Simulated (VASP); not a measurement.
# CaS (Oldhamite) (Fm-3m) in VASP: elastic constants with PBE

Aim: the elastic constants of CaS (Oldhamite) with PBE.

Everything below comes from runs of VASP 6.6.1. Logs are shortened: lines on timing, memory, paths and dates and some standing lists are left out, and cuts for length are marked.

### Step 1. Starting point

It takes space group Fm-3m (No. 225, cubic). Conventional cell: a = 5.712 Å, b = 5.712 Å, c = 5.712 Å, α = 90.00°, β = 90.00°, γ = 90.00°. Around Ca (site symmetry m-3m) lie 6 S at 2.86 Å. S (site symmetry m-3m) is surrounded by 6 Ca at 2.86 Å.

### Step 2. Elastic constants, PBE

The input, INCAR:

```
PREC     = Accurate       # precision mode
ENCUT    = 600            # plane-wave cutoff, eV
EDIFF    = 1E-8           # SCF threshold, eV
ISMEAR   = 0              # smearing method
SIGMA    = 0.01           # smearing width, eV
LREAL    = F              # projectors in reciprocal space
LASPH    = T              # aspherical terms in the spheres
NELM     = 80             # most SCF steps
ALGO     = Normal         # electronic algorithm
ISIF     = 3              # what is computed and relaxed
LWAVE    = F              # write WAVECAR
LCHARG   = T              # write CHGCAR
GGA      = PE             # functional
IBRION   = 6              # ionic algorithm
NFREE    = 2            
POTIM    = 0.015          # step
NSW      = 1              # ionic steps
```

The input, KPOINTS:

```
Automatic mesh
0
Gamma
  8 8 8
```

The input, POSCAR:

```
CaS
1.0
    0.0000000000      2.8560320322      2.8560320322
    2.8560320322      0.0000000000      2.8560320322
    2.8560320322      2.8560320322      0.0000000000
Ca S
1 1
Direct
    0.0000000000      0.0000000000      0.0000000000
    0.5000000000      0.5000000000      0.5000000000
```

Potentials or basis: VASP PAW PBE potentials, release 64 (Ca_sv, S).

Launch:

```bash
$ cat potpaw_PBE.64/Ca_sv/POTCAR potpaw_PBE.64/S/POTCAR > POTCAR
$ mpirun -np 1 vasp_std > vasp.out
```

OUTCAR:

```text
PREC = Accurate
   ENCUT = 600
   EDIFF = 1E-8
   ISMEAR = 0
   LREAL = F
   LASPH = T
   NELM = 80
   ISIF = 3
   GGA = PE
   IBRION = 6
   NFREE = 2
   POTIM = 0.015
   NSW = 1

 ion  position               nearest neighbor table
   1  0.000  0.000  0.000-   2 2.86   2 2.86   2 2.86   2 2.86   2 2.86   2 2.86
   2  0.500  0.500  0.500-   1 2.86   1 2.86   1 2.86   1 2.86   1 2.86   1 2.86

  LATTYP: Found a face centered cubic cell.
 ALAT       =     5.7120640644

  Lattice vectors:

 A1 = (   0.0000000000,   2.8560320322,   2.8560320322)
 A2 = (   2.8560320322,   0.0000000000,   2.8560320322)
 A3 = (   2.8560320322,   2.8560320322,   0.0000000000)

Analysis of symmetry for initial positions (statically):
=====================================================================
 Subroutine PRICEL returns:
 Original cell was already a primitive cell.

 Routine SETGRP: Setting up the symmetry group for a
 face centered cubic supercell.

 Subroutine GETGRP returns: Found 48 space group operations
 (whereof 48 operations were pure point group operations)
 out of a pool of 48 trial point group operations.

The static configuration has the point symmetry O_h .

Analysis of symmetry for dynamics (positions and initial velocities):
=====================================================================
 Subroutine PRICEL returns:
 Original cell was already a primitive cell.

 Routine SETGRP: Setting up the symmetry group for a
 face centered cubic supercell.

 Subroutine GETGRP returns: Found 48 space group operations
 (whereof 48 operations were pure point group operations)
 out of a pool of 48 trial point group operations.

The dynamic configuration has the point symmetry O_h .

 Subroutine INISYM returns: Found 48 space group operations
 (whereof 48 operations are pure point group operations),
 and found     1 'primitive' translations

----------------------------------------------------------------------------------------

[... 689 lines left out ...]
      1     -36.5517      2.00000
      2     -17.6740      2.00000
      3     -17.5912      2.00000
      4     -17.5687      2.00000
      5      -7.8722      2.00000
      6       0.0626      2.00000
      7       1.1871      2.00000
      8       1.5142      2.00000
      9       7.6330      0.00000
     10       7.9529      0.00000
     11       9.0719      0.00000
     12       9.3785      0.00000

 [... further k-points ...]
[... 5 lines left out ...]
  --------------------------------------------------------------------------------------
  -------------------------------------------------------------------------------------
  Total        0.0569139      0.0509390      0.0509390      0.0000000      0.0000000      0.0000000
  in kB        1.9570867      1.7516290      1.7516290      0.0000000      0.0000000      0.0000000
  external PRESSURE =       1.8201149 kB  Pullay stress =       0.0000000 kB
[... 17 lines left out ...]
  FREE ENERGIE OF THE ION-ELECTRON SYSTEM (eV)
  ---------------------------------------------------
  free  energy   TOTEN  =       -10.3653323718 eV

  energy  without entropy=      -10.3653323718  energy(sigma->0) =      -10.36533237

 INTERNAL STRAIN TENSORS FROM STRAINED CELLS
 ============================================

 INTERNAL STRAIN TENSOR FOR ION    1 for displacements in x,y,z  (eV/Angst):
          X           Y           Z          XY          YZ          ZX
  --------------------------------------------------------------------------------
  x    -0.00000     0.00000    -0.00000     0.00000     0.00000     0.00000
  y     0.00000    -0.00000     0.00000    -0.00000     0.00000    -0.00000
  z    -0.00000     0.00000     0.00000    -0.00000    -0.00000     0.00000

 INTERNAL STRAIN TENSORS FROM DISPLACED ATOMS
 ============================================

 INTERNAL STRAIN TENSOR FOR ION    1 for displacements in x,y,z  (eV/Angst):
          X           Y           Z          XY          YZ          ZX
  --------------------------------------------------------------------------------
  x     0.00000     0.00000     0.00000     0.00000     0.00000     0.00000
  y     0.00000     0.00000     0.00000     0.00000     0.00000     0.00000
  z     0.00000     0.00000     0.00000     0.00000     0.00000     0.00000

 INTERNAL STRAIN TENSOR FOR ION    2 for displacements in x,y,z  (eV/Angst):
          X           Y           Z          XY          YZ          ZX
  --------------------------------------------------------------------------------
  x     0.00000     0.00000     0.00000     0.00000     0.00000     0.00000
  y     0.00000     0.00000     0.00000     0.00000     0.00000     0.00000
  z     0.00000     0.00000     0.00000     0.00000     0.00000     0.00000

 Eigenvectors and eigenvalues of the dynamical matrix
 ----------------------------------------------------

   1 f  =    6.470004 THz    40.652237 2PiTHz  215.816116 cm-1    26.757776 meV
             X         Y         Z           dx          dy          dz
      0.000000  0.000000  0.000000     0.000000    0.669220    0.000000
      2.856032  2.856032  2.856032     0.000000   -0.743064    0.000000
[... 21 lines left out ...]
   6 f/i=    0.022017 THz     0.138339 2PiTHz    0.734420 cm-1     0.091056 meV
             X         Y         Z           dx          dy          dz
      0.000000  0.000000  0.000000     0.000000    0.000000    0.743064
      2.856032  2.856032  2.856032     0.000000    0.000000    0.669220

--------------------------------------------------------------------------------------------------------

 ELASTIC MODULI CONTR FROM IONIC RELAXATION (kBar)
 Direction    XX          YY          ZZ          XY          YZ          ZX
 --------------------------------------------------------------------------------
 XX           0.0000      0.0000      0.0000      0.0000      0.0000      0.0000
 YY           0.0000      0.0000      0.0000      0.0000      0.0000      0.0000
 ZZ           0.0000      0.0000      0.0000      0.0000      0.0000      0.0000
 XY           0.0000      0.0000      0.0000      0.0000      0.0000      0.0000
 YZ           0.0000      0.0000      0.0000      0.0000      0.0000      0.0000
 ZX           0.0000      0.0000      0.0000      0.0000      0.0000      0.0000
 --------------------------------------------------------------------------------

 TOTAL ELASTIC MODULI (kBar)
 Direction    XX          YY          ZZ          XY          YZ          ZX
 --------------------------------------------------------------------------------
 XX        1254.9729    238.6084    238.6084     -0.0000      0.0000     -0.0000
 YY         238.6084   1254.9729    238.6084      0.0000      0.0000     -0.0000
 ZZ         238.6084    238.6084   1254.9729     -0.0000     -0.0000      0.0000
 XY          -0.0000      0.0000     -0.0000    335.5580      0.0000      0.0000
 YZ           0.0000      0.0000     -0.0000      0.0000    335.5580      0.0000
 ZX          -0.0000     -0.0000      0.0000      0.0000      0.0000    335.5580
 --------------------------------------------------------------------------------
```

Run time: 8.1 min. Hardware: 1 thread of Intel Xeon Platinum 8488C (Sapphire Rapids), shared host; peak memory 0.33 GiB.

Results:

```yaml
Elastic_constants_C11_C12_C44: 125, 24, 34 GPa
Voigt_bulk_modulus: 58 GPa
Highest_phonon_frequency_at_Γ_LO-TO_splitting_left_out: 216 cm⁻¹
```

Phonon frequencies in cm⁻¹ (negative: imaginary):
```
              q point           frequencies
(0.000, 0.000, 0.000)  -1 -1 -1 216 216 216
```

Elastic tensor in Voigt notation (GPa, in the Cartesian axes of the cell as first typed):
```
125  24  24   0   0   0
 24 125  24   0   0   0
 24  24 125   0   0   0
  0   0   0  34   0   0
  0   0   0   0  34   0
  0   0   0   0   0  34
```

Clamped-ion elastic tensor (GPa):
```
125  24  24   0   0   0
 24 125  24   0   0   0
 24  24 125   0   0   0
  0   0   0  34   0   0
  0   0   0   0  34   0
  0   0   0   0   0  34
```
